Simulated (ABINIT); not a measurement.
Input of an ABINIT 10.8.3 (patched build) run:

The input run.abi:

```
ndtset 3

pp_dirpath "./"
pseudos "Ti.upf"

acell 3*1.0 Angstrom
rprim
     4.5673748306     0.0000000000     0.0000000000
    -2.2836874153     3.9554626319     0.0000000000
     0.0000000000     0.0000000000     2.8262442700
ntypat 1
znucl 22
natom 3
typat 1 1 1
xred
            2/3            1/3            1/2
            1/3            2/3            1/2
            0.0            0.0            0.0

ecut 1034.032677 eV

ngkpt 12 12 16
nshiftk 1
shiftk 0.0 0.0 0.5
istwfk *1

ixc -116133

occopt 3
tsmear 0.00499791

nstep 80

iomode 3
prteig 0
prtebands 0

nband1 22
tolvrs1 1.0e-12
prtden1 1
prtwf1 0
kptopt1 1

iscf2 -3
getden2 1
nband2 28
nbdbuf2 4
tolwfr2 1.0e-12
nstep2 120
prtden2 0
kptopt2 1

optdriver3 8
wfk_task3 "wfk_optics_fullbz"
getwfk3 2
nband3 24
kptopt3 1
prtevk3 1
inclvkb3 2
```

The input optic.abi:

```
&FILES
 ddkfile_1 = 'runo_DS3_1_EVK.nc',
 ddkfile_2 = 'runo_DS3_2_EVK.nc',
 ddkfile_3 = 'runo_DS3_3_EVK.nc',
 wfkfile = 'runo_DS3_WFK.nc'
/
&PARAMETERS
 broadening = 0.001837,
 domega = 0.002,
 maxomega = 0.8,
 scissor = 0.000000,
 tolerance = 0.002
/
&COMPUTATIONS
 num_lin_comp = 2,
 lin_comp = 11,33,
 num_nonlin_comp = 0
/
```

Potentials or basis: PseudoDojo NC SR PBEsol v0.4.1 standard.

Launch:

```console
$ mpirun --bind-to none -np 4 abinit run.abi > log 2>&1
$ optic optic.abi > optic.log 2>&1
```

Task: Predict the pressure.

Result: -3.6 GPa.

Stress tensor (GPa, compression positive):
```
-3.52  0.00  0.00
 0.00 -3.52  0.00
 0.00  0.00 -3.68
```
